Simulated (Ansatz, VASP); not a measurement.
# One calculation of CdTe, two programs

Contents of INCAR:

```
PREC = Accurate ; ENCUT = 520
EDIFF = 1E-7 ; ISMEAR = 0
SIGMA = 0.05 ; LREAL = False
LASPH = True ; NELM = 80
ALGO = Normal ; ISIF = 2
LWAVE = False ; LCHARG = False
GGA = PS ; NBANDS = 16
```

KPOINTS

```
regular mesh
0
Gamma
  8 8 8
```

The input POSCAR:

```
CdTe
1.0
    0.0000000000      2.9729637946      3.8648529330
    2.9729637946      0.0000000000      3.8648529330
    2.9729637946      2.9729637946      0.0000000000
Cd Te
1 1
Direct
    0.0000000000      0.0000000000      0.0000000000
    0.7500000000      0.7500000000      0.7500000000
```

Input for Ansatz:

```yaml
crystal:
  lattice:
    - [0.0, 2.9729637946, 3.864852933]
    - [2.9729637946, 0.0, 3.864852933]
    - [2.9729637946, 2.9729637946, 0.0]
  atoms:
    - { symbol: Cd, position: [0.0, 0.0, 0.0] }
    - { symbol: Te, position: [0.75, 0.75, 0.75] }
basis:
  ecutwfc: 420
kpoints:
  mp_grid: { grid: [8, 8, 8] }
hamiltonian:
  xc: pbesol
scf:
  occupations: { method: gaussian, width: 0.05 }
output:
  forces: true
  stress: true
  eigenvalues: true
  write_density: true
  write_potential: true
  elf: true
  volumetric_format: npy
```

Alike in both runs: task single point; functional PBEsol; k mesh 8 × 8 × 8; occupations gaussian, width 0.05 eV; no spin polarisation.

|  | VASP | Ansatz |
| --- | --- | --- |
| version | VASP 6.6.1 | Ansatz 0.2.0 |
| potentials or method | VASP PAW PBE potentials, release 64 (Cd, Te) | scalar-relativistic, plane waves, PAW |
| plane-wave cutoff (eV) | 520 | 420 |
| valence electrons in the cell | 18 | 36 |

Ansatz gave:

- gap on the k mesh at the Fermi level (eV): none
- pressure (GPa): -0.9
- largest component of the traceless stress (GPa): 4.72

Task: Which values does VASP return?

Result: gap on the k mesh at the Fermi level (eV): none; pressure (GPa): -0.7; largest component of the traceless stress (GPa): 4.70.

A gap of «none» marks a metal or a gap that the smearing closes. The two sets of potentials don't hold the same shells in valence.

Caveats: the PAW data sets were made with another functional, which shifts forces and pressure a little (VASP). The runs have no spin-orbit coupling, so splittings on Te are missing.
